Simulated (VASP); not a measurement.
# Sn (P6_3/mmc) in VASP: notebook

The runs below take Sn through single point, with r2SCAN.

Program: VASP 6.6.1. These are calculated values, not measurements. Logs are shortened: lines on timing, memory, paths and dates and some standing lists are left out, and cuts for length are marked.

### 1 Starting point

Symmetry: P6_3/mmc, No. 194, hexagonal system. The conventional cell has a = 4.017 Å, b = 4.017 Å, c = 10.940 Å, α = 90.00°, β = 90.00°, γ = 120.00°. Sn (site symmetry -6m2) is surrounded by 3 Sn at 2.32 Å. Around Sn (site symmetry -6m2) lie 3 Sn at 2.32 Å.

The cell was built by a generator and needn't be a form met in nature.

### 2 Single point, r2SCAN

Input file POSCAR:

```
Sn
1.0
    4.0166735406      0.0000000000      0.0000000000
   -2.0083367703      3.4785413248      0.0000000000
    0.0000000000      0.0000000000     10.9397206186
Sn
4
Direct
    0.0000000000      0.0000000000      0.2500000000
    0.0000000000      0.0000000000      0.7500000000
    0.3333333333      0.6666666667      0.7500000000
    0.6666666667      0.3333333333      0.2500000000
```

Input file INCAR.step1:

```
SYSTEM = Sn
PREC = Accurate ; ENCUT = 520
ISMEAR = 0 ; SIGMA = 0.1
LREAL = .FALSE. ; LASPH = .TRUE.
NELM = 100 ; NBANDS = 36
GGA = PE ; ALGO = Normal
EDIFF = 1E-4 ; LWAVE = .TRUE.
LCHARG = .FALSE.
```

Input file INCAR.step2:

```
SYSTEM = Sn
PREC = Accurate ; ENCUT = 520
EDIFF = 1E-6 ; ISMEAR = 0
SIGMA = 0.1 ; LREAL = .FALSE.
LASPH = .TRUE. ; NELM = 100
ALGO = Normal ; ISIF = 2
LWAVE = .FALSE. ; LCHARG = .FALSE.
METAGGA = R2SCAN ; LMIXTAU = .TRUE.
NBANDS = 36 ; ISTART = 1
```

Input file KPOINTS:

```
Automatic mesh
0
G
  6 6 2
  0 0 0
```

Potentials or basis: VASP PAW PBE potentials, release 64 (Sn_d).

Launch:

```sh
cat potpaw_PBE.64/Sn_d/POTCAR > POTCAR
cp INCAR.step1 INCAR
mpirun -np 1 vasp_std > vasp.out
cp INCAR.step2 INCAR
mpirun -np 1 vasp_std > vasp.out
```

OUTCAR:

```text
SYSTEM = Sn
   PREC = Accurate
   ENCUT = 520
   EDIFF = 1E-6
   ISMEAR = 0
   LREAL = .FALSE.
   LASPH = .TRUE.
   NELM = 100
   ISIF = 2
   METAGGA = R2SCAN
   ISTART = 1

 ion  position               nearest neighbor table
   1  0.000  0.000  0.250-   4 2.32   4 2.32   4 2.32
   2  0.000  0.000  0.750-   3 2.32   3 2.32   3 2.32
   3  0.333  0.667  0.750-   2 2.32   2 2.32   2 2.32
   4  0.667  0.333  0.250-   1 2.32   1 2.32   1 2.32

  LATTYP: Found a hexagonal cell.
 ALAT       =     4.0166735406
 C/A-ratio  =     2.7235772357

  Lattice vectors:

 A1 = (   4.0166735406,   0.0000000000,   0.0000000000)
 A2 = (  -2.0083367703,   3.4785413248,   0.0000000000)
 A3 = (   0.0000000000,   0.0000000000,  10.9397206186)

Analysis of symmetry for initial positions (statically):
=====================================================================
 Subroutine PRICEL returns:
 Original cell was already a primitive cell.

 Routine SETGRP: Setting up the symmetry group for a
 hexagonal supercell.

 Subroutine GETGRP returns: Found 24 space group operations
 (whereof 12 operations were pure point group operations)
 out of a pool of 24 trial point group operations.

The static configuration has the point symmetry D_3d.
 The point group associated with its full space group is D_6h.

Analysis of symmetry for dynamics (positions and initial velocities):
=====================================================================
 Subroutine PRICEL returns:
 Original cell was already a primitive cell.

 Routine SETGRP: Setting up the symmetry group for a
 hexagonal supercell.

 Subroutine GETGRP returns: Found 24 space group operations
 (whereof 12 operations were pure point group operations)
 out of a pool of 24 trial point group operations.

The dynamic configuration has the point symmetry D_3d.
 The point group associated with its full space group is D_6h.

 Subroutine INISYM returns: Found 24 space group operations
 (whereof 12 operations are pure point group operations),
 and found     1 'primitive' translations

----------------------------------------------------------------------------------------

                                     Primitive cell

  volume of cell :     152.8516

  direct lattice vectors                    reciprocal lattice vectors
     4.016673541  0.000000000  0.000000000     0.248962230  0.143738410  0.000000000
    -2.008336770  3.478541325  0.000000000     0.000000000  0.287476820  0.000000000
     0.000000000  0.000000000 10.939720619     0.000000000  0.000000000  0.091410013

  length of vectors
     4.016673541  4.016673541 10.939720619     0.287476820  0.287476820  0.091410013

  position of ions in fractional coordinates (direct lattice)
     0.000000000  0.000000000  0.250000000
     0.000000000  0.000000000  0.750000000
     0.333333333  0.666666667  0.750000000
     0.666666667  0.333333333  0.250000000

  ion indices of the primitive-cell ions
   primitive index   ion index
                 1           1
                 2           2
                 3           3
                 4           4

----------------------------------------------------------------------------------------

 KPOINTS: Automatic mesh

Automatic generation of k-mesh.
 Grid dimensions read from file:
 generate k-points for:    6    6    2

 Generating k-lattice:

  Cartesian coordinates                     Fractional coordinates (reciprocal lattice)
     0.041493705  0.023956402  0.000000000     0.166666667 -0.000000000  0.000000000
     0.000000000  0.047912803  0.000000000     0.000000000  0.166666667  0.000000000
     0.000000000  0.000000000  0.045705006     0.000000000  0.000000000  0.500000000

  Length of vectors
     0.047912803  0.047912803  0.045705006

  Shift w.r.t. Gamma in fractional coordinates (k-lattice)
     0.000000000  0.000000000  0.000000000

 Subroutine IBZKPT returns following result:
 ===========================================

 Found     14 irreducible k-points:

 Following reciprocal coordinates:
            Coordinates               Weight
  0.000000  0.000000  0.000000      1.000000
  0.166667  0.000000  0.000000      6.000000
  0.333333  0.000000  0.000000      6.000000
  0.500000  0.000000  0.000000      3.000000
  0.166667  0.166667  0.000000      6.000000
  0.333333  0.166667  0.000000     12.000000
  0.333333  0.333333  0.000000      2.000000
  0.000000  0.000000  0.500000      1.000000
  0.166667  0.000000  0.500000      6.000000
  0.333333  0.000000  0.500000      6.000000
  0.500000  0.000000  0.500000      3.000000
  0.166667  0.166667  0.500000      6.000000
  0.333333  0.166667  0.500000     12.000000
  0.333333  0.333333  0.500000      2.000000
   k-points           NKPTS =     14   k-points in BZ     NKDIM =     14   number of bands    NBANDS=     36
   number of dos      NEDOS =    301   number of ions     NIONS =      4
   total plane-waves  NPLWV =  75600
   dimension x,y,z NGX =    30 NGY =   30 NGZ =   84
   dimension x,y,z NGXF=    60 NGYF=   60 NGZF=  168
   ions per type =               4
   NGX,Y,Z   is equivalent  to a cutoff of  12.42, 12.42, 12.77 a.u.
   NGXF,Y,Z  is equivalent  to a cutoff of  24.83, 24.83, 25.53 a.u.
 SYSTEM =  Sn
   PREC   = accura    normal or accurate (medium, high low for compatibility)
   ISTART =      1    job   : 0-new  1-cont  2-samecut
   ICHARG =      0    charge: 1-file 2-atom 10-const
   ISPIN  =      1    spin polarized calculation?
   LNONCOLLINEAR =      F non collinear calculations
   LSORBIT =      F    spin-orbit coupling
   LASPH  =      T    aspherical Exc in radial PAW
   ENCUT  =  520.0 eV  38.22 Ry    6.18 a.u.   7.47  7.47 20.34*2*pi/ulx,y,z
   NELM   =    100;   NELMIN=  2; NELMDL=  0     # of ELM steps
   EDIFF  = 0.1E-05   stopping-criterion for ELM
   LREAL  =      F    real-space projection
   EDIFFG = 0.1E-04   stopping-criterion for IOM
   NSW    =      0    number of steps for IOM
   IBRION =     -1    ionic relax: 0-MD 1-quasi-New 2-CG
   NFREE  =      0    steps in history (QN), initial steepest desc. (CG)
   ISIF   =      2    stress and relaxation
   ISYM   =      2    0-nonsym 1-usesym 2-fastsym
   POTIM  = 0.5000    time-step for ionic-motion
   TEBEG  =    0.0;   TEEND  =   0.0 temperature during run
   PSTRESS=    0.0 pullay stress
   NELECT =      56.0000    total number of electrons
   NUPDOWN=      -1.0000    fix difference up-down
   EMIN   =  10.00;   EMAX   =-10.00  energy-range for DOS
   EFERMI =   0.00;   METHOD = LEGACY
   ISMEAR =     0;   SIGMA  =   0.10  broadening in eV -4-tet -1-fermi 0-gaus
   EFERMI_NEDOS =   21; number of points for ismear=-14 and -15
   IALGO  =     38    algorithm
   IMIX   =      4    mixing-type and parameters
     AMIX     =   0.40;   BMIX     =  1.00
     AMIX_MAG =   1.60;   BMIX_MAG =  1.00
  volume/ion in A,a.u.               =      38.21       257.87
  Fermi-wavevector in a.u.,A,eV,Ry     =   1.171424  2.213671 18.670386  1.372235
  Thomas-Fermi vector in A             =   2.307868
   LORBIT       =      0    0 simple, 1 ext, 2 COOP (PROOUT), +10 PAW based schemes
   METAGGA = R2SCAN    functional components
   LHFCALC =     F    Hartree Fock is set to
   AEXX    =    0.0000 exact exchange contribution
   IVDW    =     0    specifies the selected vdW correction
   LEPSILON=     F    determine dielectric tensor
   LRPA    =     F    only Hartree local field effects (RPA)
 non-spin polarized calculation
 Gauss-broadening in eV      SIGMA  =   0.10
  energy-cutoff  :      520.00
  volume of cell :      152.85
 maximum number of plane-waves:      4148
 NGX is ok and might be reduce to    30

 number of electron      55.9999966 magnetization

 Free energy of the ion-electron system (eV)
  ---------------------------------------------------
  ext. energy  EPLUGINS =         0.00000000
  ---------------------------------------------------
  free energy    TOTEN  =       -90.26540944 eV

  energy without entropy =      -90.25603555  energy(sigma->0) =      -90.26072250

 E-fermi :   4.4354     XC(G=0):  -8.4697

 val. band max:        4.4281617402   @ k =   0.3333   0.3333   0.0000
 cond. band min:       4.4363107806   @ k =   0.3333   0.3333   0.5000
 fundamental gap:      0.0081490404
 Fermi energy:         4.4354498588

 k-point     1 :       0.0000    0.0000    0.0000
  band No.  band energies     occupation
      1     -19.0633      2.00000
      2     -19.0631      2.00000
      3     -18.9335      2.00000
      4     -18.9335      2.00000
      5     -18.9334      2.00000
      6     -18.9334      2.00000
[... 28 lines left out ...]
     35       8.7245      0.00000
     36      10.1937      0.00000

 k-point     2 :       0.1667    0.0000    0.0000
  band No.  band energies     occupation
      1     -19.1716      2.00000
      2     -19.1715      2.00000
      3     -19.1293      2.00000
      4     -19.1293      2.00000
      5     -19.0004      2.00000
      6     -19.0003      2.00000
[... 28 lines left out ...]
     35      10.2181      0.00000
     36      10.2662      0.00000

 k-point     3 :       0.3333    0.0000    0.0000
  band No.  band energies     occupation
      1     -19.4186      2.00000
      2     -19.4186      2.00000
      3     -19.3705      2.00000
      4     -19.3705      2.00000
      5     -18.9629      2.00000
      6     -18.9628      2.00000
[... 28 lines left out ...]
     35      11.7981      0.00000
     36      12.0055      0.00000

 k-point     4 :       0.5000    0.0000    0.0000
  band No.  band energies     occupation
      1     -19.5179      2.00000
      2     -19.5179      2.00000
      3     -19.4617      2.00000
      4     -19.4617      2.00000
      5     -18.9391      2.00000
      6     -18.9390      2.00000
[... 28 lines left out ...]
     35      11.3580      0.00000
     36      11.5389      0.00000

 k-point     5 :       0.1667    0.1667    0.0000
  band No.  band energies     occupation
      1     -19.4488      2.00000
      2     -19.4488      2.00000
      3     -19.1863      2.00000
      4     -19.1862      2.00000
      5     -19.0170      2.00000
      6     -19.0169      2.00000
[... 28 lines left out ...]
     35       9.2577      0.00000
     36      10.5821      0.00000

 k-point     6 :       0.3333    0.1667    0.0000
  band No.  band energies     occupation
      1     -19.6487      2.00000
      2     -19.6487      2.00000
      3     -19.2600      2.00000
      4     -19.2600      2.00000
      5     -18.9957      2.00000
      6     -18.9957      2.00000
[... 28 lines left out ...]
     35      10.0406      0.00000
     36      10.8400      0.00000

 k-point     7 :       0.3333    0.3333    0.0000
  band No.  band energies     occupation
      1     -19.7480      2.00000
      2     -19.7480      2.00000
      3     -19.1082      2.00000
      4     -19.1082      2.00000
      5     -19.1081      2.00000
      6     -19.1080      2.00000
[... 28 lines left out ...]
     35      10.5539      0.00000
     36      11.8819      0.00000

 k-point     8 :       0.0000    0.0000    0.5000
  band No.  band energies     occupation
      1     -19.0632      2.00000
      2     -19.0632      2.00000
      3     -18.9334      2.00000
      4     -18.9334      2.00000
      5     -18.9334      2.00000
      6     -18.9334      2.00000
[... 28 lines left out ...]
     35       8.7067      0.00000
     36       8.7067      0.00000

 k-point     9 :       0.1667    0.0000    0.5000
  band No.  band energies     occupation
      1     -19.1716      2.00000
      2     -19.1716      2.00000
      3     -19.1293      2.00000
      4     -19.1293      2.00000
      5     -19.0004      2.00000
      6     -19.0004      2.00000
[... 28 lines left out ...]
     35      10.2411      0.00000
     36      10.2411      0.00000

 k-point    10 :       0.3333    0.0000    0.5000
  band No.  band energies     occupation
      1     -19.4186      2.00000
      2     -19.4186      2.00000
      3     -19.3705      2.00000
      4     -19.3705      2.00000
      5     -18.9628      2.00000
      6     -18.9628      2.00000
[... 28 lines left out ...]
     35      12.0016      0.00000
     36      12.0016      0.00000

 k-point    11 :       0.5000    0.0000    0.5000
  band No.  band energies     occupation
      1     -19.5179      2.00000
      2     -19.5179      2.00000
      3     -19.4617      2.00000
      4     -19.4617      2.00000
      5     -18.9390      2.00000
      6     -18.9390      2.00000
[... 28 lines left out ...]
     35      10.9036      0.00000
     36      10.9036      0.00000

 k-point    12 :       0.1667    0.1667    0.5000
  band No.  band energies     occupation
      1     -19.4488      2.00000
      2     -19.4488      2.00000
      3     -19.1863      2.00000
      4     -19.1863      2.00000
      5     -19.0170      2.00000
      6     -19.0170      2.00000
[... 28 lines left out ...]
     35       9.2269      0.00000
     36       9.2269      0.00000

 k-point    13 :       0.3333    0.1667    0.5000
  band No.  band energies     occupation
      1     -19.6487      2.00000
      2     -19.6487      2.00000
      3     -19.2600      2.00000
      4     -19.2600      2.00000
      5     -18.9957      2.00000
      6     -18.9957      2.00000
[... 28 lines left out ...]
     35      10.6301      0.00000
     36      10.6301      0.00000

 k-point    14 :       0.3333    0.3333    0.5000
  band No.  band energies     occupation
      1     -19.7480      2.00000
      2     -19.7480      2.00000
      3     -19.1082      2.00000
      4     -19.1082      2.00000
      5     -19.1080      2.00000
      6     -19.1080      2.00000
[... 28 lines left out ...]
     35      11.6162      0.00000
     36      11.6162      0.00000

------------------------ aborting loop because EDIFF is reached ----------------------------------------

  FORCE on cell =-STRESS in cart. coord.  units (eV):
  Direction    XX          YY          ZZ          XY          YZ          ZX
  --------------------------------------------------------------------------------------
  -------------------------------------------------------------------------------------
  Total       46.9097635     46.9097635     -0.6242813      0.0000000      0.0000000      0.0000000
  in kB      491.7041710    491.7041710     -6.5436640      0.0000000      0.0000000      0.0000000
  external PRESSURE =     325.6215594 kB  Pullay stress =       0.0000000 kB

 VOLUME and BASIS-vectors are now :
 -----------------------------------------------------------------------------
  energy-cutoff  :      520.00
  volume of cell :      152.85
      direct lattice vectors                 reciprocal lattice vectors
     4.016673541  0.000000000  0.000000000     0.248962230  0.143738410  0.000000000
    -2.008336770  3.478541325  0.000000000     0.000000000  0.287476820  0.000000000
     0.000000000  0.000000000 10.939720619     0.000000000  0.000000000  0.091410013

 POSITION                                       TOTAL-FORCE (eV/Angst)
 -----------------------------------------------------------------------------------
      0.00000      0.00000      2.73493         0.000000      0.000000      0.000000
      0.00000      0.00000      8.20479         0.000000     -0.000000      0.000000
     -0.00000      2.31903      8.20479         0.000000     -0.000000      0.000000
      2.00834      1.15951      2.73493        -0.000000      0.000000     -0.000000
 -----------------------------------------------------------------------------------
    total drift:                                0.000000      0.000000      0.000000

  FREE ENERGIE OF THE ION-ELECTRON SYSTEM (eV)
  ---------------------------------------------------
  free  energy   TOTEN  =       -90.2654094402 eV

  energy  without entropy=      -90.2560355543  energy(sigma->0) =      -90.26072250
```

It took 5 min on 1 thread of Intel Xeon Platinum 8259CL at 2.50GHz (Skylake/Cascade Lake), shared host; peak memory 0.3 GiB.

What came out:

```yaml
Free_energy: -90.2654 eV
Pressure: 32.6 GPa
Band_gap_on_the_k_mesh: none (metal or under the smearing width)
```

Caveat: a pressure of tens of GPa on the cell as given is suspect, and the run, the potentials or the cell itself is likely at fault; the PAW data sets were made with another functional, which shifts forces and pressure a little.

### 3 Single point, r2SCAN

This run uses another cell than the first one: it holds 2 atoms, not 4.

Input file POSCAR:

```
Sn
1.0
   -2.9401404553      2.9401404553      1.5993019889
    2.9401404553     -2.9401404553      1.5993019889
    2.9401404553      2.9401404553     -1.5993019889
Sn
2
Direct
    0.7500000000      0.2500000000      0.5000000000
    0.0000000000      0.0000000000      0.0000000000
```

Input file INCAR.step1:

```
SYSTEM = Sn
PREC = Accurate
ENCUT = 520
ISMEAR = 0
SIGMA = 0.1
LREAL = .FALSE.
LASPH = .TRUE.
NELM = 100
NBANDS = 21
GGA = PE
ALGO = Normal
EDIFF = 1E-4
LWAVE = .TRUE.
LCHARG = .FALSE.
```

Input file INCAR.step2:

```
SYSTEM = Sn
PREC = Accurate
ENCUT = 520
EDIFF = 1E-6
ISMEAR = 0
SIGMA = 0.1
LREAL = .FALSE.
LASPH = .TRUE.
NELM = 100
ALGO = Normal
ISIF = 2
LWAVE = .FALSE.
LCHARG = .FALSE.
METAGGA = R2SCAN
LMIXTAU = .TRUE.
NBANDS = 21
ISTART = 1
```

Input file KPOINTS:

```
regular mesh
0
G
  6 6 6
  0 0 0
```

Potentials or basis: VASP PAW PBE potentials, release 64 (Sn_d).

Launch:

```sh
cat potpaw_PBE.64/Sn_d/POTCAR > POTCAR
cp INCAR.step1 INCAR
mpirun -np 1 vasp_std > vasp.out
cp INCAR.step2 INCAR
mpirun -np 1 vasp_std > vasp.out
```

Run time: 89 s. Hardware: 1 thread of Intel Xeon Platinum 8559C (Emerald Rapids), shared host; peak memory 0.22 GiB.

Results (log left out):

```yaml
Free_energy: -49.2365 eV
Pressure: -0.2 GPa
Band_gap_on_the_k_mesh: none (metal or under the smearing width)
```

Stress tensor (GPa, compression positive):
```
 0.20  0.00  0.00
 0.00  0.20  0.00
 0.00  0.00 -1.13
```

Levels at points of the mesh, in eV from the Fermi level:
| k point | band 12 | band 13 | band 14 | band 15 | band 16 | band 17 |
| --- | --- | --- | --- | --- | --- | --- |
| (0.00, 0.00, 0.00) | -3.90 | -2.28 | -2.28 | 3.20 | 6.27 | 6.27 |
| (0.50, 0.00, 0.00) | -5.73 | -2.52 | -2.01 | -1.40 | 2.37 | 2.81 |
| (0.50, 0.50, 0.00) | -9.38 | 0.38 | 0.38 | 1.58 | 1.58 | 6.18 |
| (0.50, 0.50, 0.50) | -8.01 | -5.10 | -5.10 | 5.14 | 5.14 | 9.56 |

Caveat: the k mesh is coarse (spacing up to 0.37 Å⁻¹), so the values aren't converged; the PAW data sets were made with another functional, which shifts forces and pressure a little.

[end of part 1 of 2]
